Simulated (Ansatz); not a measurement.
# Fe: from a first guess to the relaxed sc type

First guess:

```
CELL_PARAMETERS angstrom
2.28307 0.00000 0.00000
0.00000 2.28307 0.00000
0.00000 0.00000 2.28307
ATOMIC_POSITIONS crystal
Fe 0.00000 0.00000 0.00000
```

The calculation used DFT, PBE, PAW with Ansatz's default frozen-core files, scalar-relativistic in Ansatz 0.2.0.

Cell and atoms relax within the symmetry of the start on a 18×18×18 k mesh with 0.03 eV Fermi–Dirac smearing, from parallel moments.

The start is built from a prototype, known or not as a phase of this compound; the cutoff is 420 eV.

The magnetic state is the one reached from parallel moments; other orders may lie lower.

(1) What is the pressure of the first guess?

(2) What does it relax to?

(3) How much energy does the relaxation release?

(4) What moment does the relaxed primitive cell (1 atom) carry?

## Answers

(1) 18.86 GPa.

(2) a = 2.368 Å, b = 2.368 Å, c = 2.368 Å, α = 90.00°, β = 90.00°, γ = 90.00° (conventional cell), 13.28 Å³ per atom:
Space group Pm-3m (No. 221). a = 2.368 Å, b = 2.368 Å, c = 2.368 Å, α = 90.00°, β = 90.00°, γ = 90.00°
```tsv
atom	site	symmetry	x	y	z
Fe	1a	m-3m	0.0000	0.0000	0.0000
```

(3) 77 meV/atom.

(4) 2.36 μB.
